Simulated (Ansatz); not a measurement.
Property card for CdI2

Theory: DFT r2SCAN, scalar-relativistic, plane waves, PAW (Ansatz 0.2.0).

Cutoff 500 eV; k points 6×6×4 on the computed 3-atom cell (Γ-centred); Gaussian smearing, width 0.02 eV; no spin polarisation.

The structure is relaxed at this level of theory with its symmetry kept.

```cif
data_structure
_symmetry_space_group_name_H-M 'P-3m1'
_symmetry_Int_Tables_number 164
_cell_length_a 4.2910
_cell_length_b 4.2910
_cell_length_c 7.1762
_cell_angle_alpha 90.000
_cell_angle_beta 90.000
_cell_angle_gamma 120.000
_cell_volume 114.43
loop_
_atom_site_label
_atom_site_type_symbol
_atom_site_symmetry_multiplicity
_atom_site_Wyckoff_symbol
_atom_site_fract_x
_atom_site_fract_y
_atom_site_fract_z
_atom_site_occupancy
Cd1 Cd 1 a 0.00000 0.00000 0.00000 1
I1 I 2 d 0.33333 0.66667 0.23874 1
```

| Item | Value |
| --- | --- |
| Space group | P-3m1 (No. 164) |
| Volume per atom | 38.14 Å³ |
| Formation energy from the elements' standard states (uncorrected) | -0.728 eV/atom |
| Generalised Kohn–Sham band gap | 2.84 eV, indirect from (-0.125, 0.125, 0.198) to L |
| Löwdin character of the top 1 eV of the valence band | I 5p 97 % |
| Löwdin character of the lowest 1 eV of the conduction band | Cd 5s 54 %, I 5p 35 %, unprojected 9 % |
| Electron masses at the edge by Cartesian direction of the standard setting (m_e; degenerate bands sorted by energy; no spin-orbit coupling) | x: 0.31; y: 0.72; z: 26 |
| Hole masses at the edge by Cartesian direction of the standard setting (m_e; degenerate bands sorted by energy; no spin-orbit coupling) | x: 0.88; y: 0.40; z: 3.2 |
| Bader charges (e) | Cd (1 in the cell) 0.91, I (2 in the cell) -0.46 |

Spin-orbit coupling is left out, which matters for the bands of heavy elements. Each cell of CdI2 holds layers, and where no dispersion correction was added their binding is poorly described.

Cost: 8 runs of about 5.4 core-minutes in all, on Intel Xeon Platinum 8488C (Sapphire Rapids) (shared hosts).